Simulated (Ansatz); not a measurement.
# Ge started on a Si site in diamond Si, 64 atoms, charge +1

All numbers come from Ansatz (PAW, plane waves, no spin–orbit coupling) at the single k point (¼, ¼, ¼) without its symmetry partners. The atoms were relaxed with PBEsol in a fixed cell; other functionals are single points on those atoms unless said otherwise. The valence top and gap of the host come from its small cell on a dense mesh, with the band extrema sought between the mesh points, lined up by the mean potential, PBEsol gap 0.46 eV, r²SCAN gap 0.76 eV. The charge correction uses an assumed dielectric constant of 11.7.

Cell: a = 10.866 Å, b = 10.866 Å, c = 10.866 Å, α = 90.00°, β = 90.00°, γ = 90.00°.

Nearest atoms after relaxation, from the placed atom (for vacancies from the middle of the vacant sites): Si at 2.38 Å, Si at 2.39 Å, Si at 2.39 Å, Si at 2.40 Å.

Chemical potentials μ are those of reference phases of the elements at zero temperature by the same functional (the usual solids, diamond for C, grey Sn, and the molecules H2, N2, O2, F2, Cl2, Br2 and S8).

```tsv
functional	E(defect) − E(host) − Σ nμ + q·E_VBM (eV)	monopole (eV)	alignment (eV)	formation energy at E_F = VBM (eV)	moment (μB)	wall time, shared host
PBEsol	0.25	0.16	0.00	0.41	0.7	8.3 s on NVIDIA H100 (relaxation)
r²SCAN	0.26	0.16	0.00	0.42	1.0	16 s on NVIDIA H100
```

(1) How does the monopole term follow by hand for this cubic cell?

r²SCAN one-electron levels near the gap (the ten most localised at most), from the host's valence top, not corrected for the charge's images:

| level (eV) | spin | filling | atoms sharing it | element of the atom with most weight |
| --- | --- | --- | --- | --- |
| -0.28 | up | 0.99 | 63.8 | spread |
| -0.27 | up | 0.99 | 63.8 | spread |
| -0.27 | down | 0.99 | 63.8 | spread |
| -0.19 | down | 0.03 | 63.8 | spread |

The charge sits partly or wholly in a band of the host, at the cell's one k point and not at the band edge, so the formation energy is too high and the charge correction doesn't apply as it stands.

One k point and a cell of this size can leave errors of several tenths of an eV in such numbers.

Results:

(1) q²·α·e²/(4πε₀)/(2εL) with the Madelung constant α = 2.837 and e²/4πε₀ = 14.40 eV·Å: 1 × 2.837 × 14.40 / (2 × 11.7 × 10.866) = 0.16 eV.
